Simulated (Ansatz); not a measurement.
The system is AgO.

```
CELL_PARAMETERS angstrom
0.00000 2.40800 2.40800
2.40800 0.00000 2.40800
2.40800 2.40800 0.00000
ATOMIC_POSITIONS crystal
Ag 0.00000 0.00000 0.00000
O 0.75000 0.75000 0.75000
```

| Property | Result |
| --- | --- |
| Program | Ansatz 0.2.0 |
| Task | relaxation of cell and atoms |
| Functional | r2SCAN |
| Potentials or basis | Ansatz PAW |
| Cutoff | 500 eV (not typed: the program's choice for these potentials) |
| k mesh | 10 × 10 × 10 |
| Occupations | fermi-dirac, width 0.05 eV |
| Spin | no spin polarisation |
| Hubbard terms | Ag d U = 3 eV |

At the start: volume 13.96 Å³/atom.

Task: How do energy, volume and symmetry change on relaxing?

Result: It ends after 5 steps and the volume is 15.83 Å³/atom (+13.4 %); space group F-43m (No. 216, to 0.05 Å).

The path:
| step | energy change (eV) | largest force (eV/Å) | volume (Å³) |
| --- | --- | --- | --- |
| 1 | 0.0000 | 0.0000 | 27.93 |
| 2 | -0.1558 | 0.0000 | 30.59 |
| 3 | -0.1663 | 0.0000 | 31.43 |
| 4 | -0.1667 | 0.0000 | 31.66 |
| 5 | -0.1692 | 0.0000 | 31.66 |

Final structure:
```
Ag O
1.0
     0.00000    2.51093    2.51093
     2.51093    0.00000    2.51093
     2.51093    2.51093    0.00000
Ag O
1 1
Direct
  0.00000 0.00000 0.00000
  0.75000 0.75000 0.75000
```

Caveat: the plane-wave basis is chosen anew once the cell has moved, so the energies of steps on either side of that aren't comparable; an odd number of electrons without spin polarisation forces a metal; a magnetic or distorted state may lie lower; U without spin polarisation on a metal has little footing; the PAW data sets come from PBE, with cores solved anew for the run's functional, which leaves a small shift of forces and pressure.
